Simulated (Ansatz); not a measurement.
Clean, relaxed (111) surface of TiN, space group Fm-3m (No. 225) (top face towards +c; atoms held fixed, by place in the list: 1, 2, 3, 4):

```
CELL_PARAMETERS angstrom
2.97263 0.00000 0.00000
-1.48632 2.57437 0.00000
0.00000 0.00000 26.70857
ATOMIC_POSITIONS crystal
N 0.33333 0.66667 0.31825
Ti 0.66667 0.33333 0.36369
N 0.00000 0.00000 0.40912
Ti 0.33333 0.66667 0.45456
N 0.66667 0.33333 0.50011
Ti 0.00000 0.00000 0.54614
N 0.33333 0.66667 0.58836
Ti 0.66667 0.33333 0.64471
N 0.00000 0.00000 0.67391
```

Computed with Ansatz 0.2.0, DFT PBEsol, scalar-relativistic, plane waves, PAW. Cutoff 420 eV; k points 12×12×1 on the computed 9-atom cell (Γ-centred); Gaussian smearing, width 0.10 eV; no spin polarisation. The cell repeats along c with a dipole correction in the vacuum.

O (atom) is adsorbed on the top face, one adsorbate per 7.7 Å², and relaxed from 3 starting sites (fractions of a and b). The adsorption energy is E(slab + adsorbate) − E(slab) − E(free adsorbate, spin-polarised where open-shell). Heights count from the highest slab atom after relaxation. Δφ is the top face's. Δp counts per cell along +c. Bonded neighbours lie within 1.25 times the sum of covalent radii (1.35 for H) and, on that scale, within 12 % of the closest. With the adsorbate the cell is lengthened along c to keep the vacuum.

| start | ends at | E_ads (eV) | height (Å) | shortest contact | Δφ (eV) | Δp (e·Å) |
| --- | --- | --- | --- | --- | --- | --- |
| top (N) at (0.00, 0.00) | (0.00, 0.00), 1 bonded neighbour (N) | -3.48 | 1.21 | O–N 1.21 Å | -0.28 | +0.010 |
| hollow (Ti-Ti-Ti) at (0.33, 0.67) | (0.33, 0.67), 3 bonded neighbours (Ti) (a bond forms, but at a cost in energy, part of which can come from the missing spin polarisation of this run) | 0.19 | 0.62 | O–N 1.82 Å | -0.90 | +0.039 |
| bridge (Ti-Ti) at (0.17, 0.33) | (0.95, 0.91), 1 bonded neighbour (N), largest slab move 0.7 Å | -3.80 | 1.16 | O–N 1.19 Å | -0.43 | +0.018 |

Among the sites tried, the lowest end comes from the bridge (Ti-Ti) at (0.17, 0.33) start; other sites may lie lower.

Each end is the local minimum or symmetric point that its start leads to.

Spin polarisation was left out, and a magnetic state may lie lower.

Cost: 4 runs of about 9.4 core-minutes in all, on AMD EPYC 9R45 (Zen 5) (shared hosts).